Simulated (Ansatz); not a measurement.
## B started in the widest void in zincblende BN, 65 atoms, charge 0

All numbers come from Ansatz (PAW, plane waves, no spin–orbit coupling) at the single k point (¼, ¼, ¼) without its symmetry partners. The atoms were relaxed with PBEsol in a fixed cell; other functionals are single points on those atoms unless said otherwise. The valence top and gap of the host come from its small cell on a dense mesh, with the band extrema sought between the mesh points, lined up by the mean potential, PBEsol gap 4.30 eV, HSE06 gap 5.80 eV.

Relaxed structure:

```
B N
1.0
     7.21159    0.00000    0.00000
     0.00000    7.21159    0.00000
     0.00000    0.00000    7.21159
B N
33 32
Direct
  0.99890 0.99926 0.00127
  0.99691 0.99721 0.50392
  0.00144 0.50118 0.00005
  0.99599 0.50363 0.50547
  0.49993 0.99944 0.00123
  0.49565 0.99914 0.50360
  0.50543 0.50463 0.99838
  0.46186 0.45195 0.45686
  0.24771 0.24520 0.99609
  0.23445 0.24487 0.52053
  0.25099 0.75015 0.00227
  0.25001 0.74933 0.50398
  0.75650 0.25169 0.99474
  0.75534 0.25189 0.50194
  0.75084 0.75221 0.00049
  0.74584 0.74978 0.50659
  0.24109 0.99238 0.25320
  0.24878 0.99665 0.75407
  0.24369 0.50918 0.25658
  0.25106 0.50063 0.75396
  0.75216 0.99799 0.25257
  0.74850 0.00074 0.75070
  0.76251 0.51026 0.25126
  0.74739 0.50569 0.74856
  0.99704 0.24968 0.25112
  0.99695 0.25052 0.75425
  0.99913 0.75109 0.25330
  0.99895 0.75034 0.75295
  0.56353 0.27783 0.21856
  0.49918 0.25083 0.75180
  0.49966 0.75186 0.25306
  0.50404 0.74761 0.74937
  0.37287 0.29060 0.31552
  0.12347 0.12415 0.12660
  0.11629 0.12112 0.63528
  0.12416 0.62599 0.12632
  0.12542 0.62541 0.62909
  0.63609 0.12175 0.11863
  0.62300 0.12824 0.62407
  0.62718 0.62844 0.12738
  0.63175 0.63298 0.63384
  0.37314 0.37284 0.11812
  0.36814 0.36964 0.63425
  0.37474 0.87649 0.12838
  0.37447 0.87369 0.62915
  0.87964 0.37767 0.12387
  0.87532 0.37676 0.62930
  0.87600 0.87522 0.12756
  0.87449 0.87685 0.62825
  0.34664 0.10877 0.39137
  0.37527 0.12312 0.87703
  0.37082 0.62914 0.37382
  0.37648 0.62573 0.87846
  0.87621 0.12344 0.37749
  0.87581 0.12578 0.87541
  0.87805 0.63157 0.37854
  0.87695 0.62612 0.87863
  0.11499 0.37524 0.38009
  0.12514 0.37515 0.87739
  0.12088 0.87128 0.37840
  0.12519 0.87425 0.87889
  0.65292 0.38333 0.37090
  0.62613 0.37656 0.87550
  0.62259 0.87810 0.37703
  0.62489 0.87791 0.87811
```

Chemical potentials μ are those of reference phases of the elements at zero temperature by the same functional (the usual solids, diamond for C, grey Sn, and the molecules H2, N2, O2, F2, Cl2, Br2 and S8).

```csv
functional,E(defect) − E(host) − Σ nμ + q·E_VBM (eV),monopole (eV),alignment (eV),formation energy at E_F = VBM (eV),moment (μB),"wall time, shared host"
PBEsol,12.53,0.00,0.00,12.53,1.0,37 s on NVIDIA H100 (relaxation)
```

(1) Estimate the formation energy and moment that HSE06 gives on these atoms.

HSE06 one-electron levels near the gap (the ten most localised at most), from the host's valence top:

```csv
level (eV),spin,filling,atoms sharing it,element of the atom with most weight
0.06,up,1.00,6.1,N
0.08,down,1.00,5.8,N
1.73,up,1.00,10.7,B
1.93,down,1.00,9.4,B
2.50,up,1.00,8.8,B
4.77,down,0.00,7.7,B
```

All elements are taken at their own reference at once; growth conditions in equilibrium with the host shift these energies, by up to the host's formation enthalpy.

One k point and a cell of this size can leave errors of several tenths of an eV in such numbers.

Answers

(1) 13.10 eV at E_F = VBM, moment 1.0 μB.
